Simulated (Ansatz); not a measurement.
Take a crystal in which Pb has been replaced by Sn on all its sites, with the cell rescaled by a rough guess (in some cases also distorted within its space group) and nothing relaxed:

```cif
data_structure
_symmetry_space_group_name_H-M 'P 1'
_symmetry_Int_Tables_number 1
_cell_length_a 3.7841
_cell_length_b 3.7841
_cell_length_c 3.7841
_cell_angle_alpha 90.000
_cell_angle_beta 90.000
_cell_angle_gamma 90.000
_cell_volume 54.18
loop_
_atom_site_label
_atom_site_type_symbol
_atom_site_fract_x
_atom_site_fract_y
_atom_site_fract_z
_atom_site_occupancy
Sn1 Sn 0.00000 0.00000 0.00000 1
Se1 Se 0.50000 0.50000 0.50000 1
```

Level of theory: DFT PBEsol, scalar-relativistic, plane waves, PAW in Ansatz.

Plane waves to 420 eV, a k mesh through Γ of 12×12×12 on the computed 2-atom cell and Gaussian smearing (0.10 eV); no spin polarisation.

Problem. What pressure does the cell carry?

Solution. The pressure is -6.3 GPa (positive in compression), so the cell would contract.

Problem. Is it a metal on this mesh?

Solution. Yes, a band crosses the Fermi level.

Problem. What is its energy against the elements in their standard states?

Solution. -0.141 eV/atom at this unrelaxed geometry, with the elements in the same functional.

This CsCl-type form isn't the usual stable structure of the compound.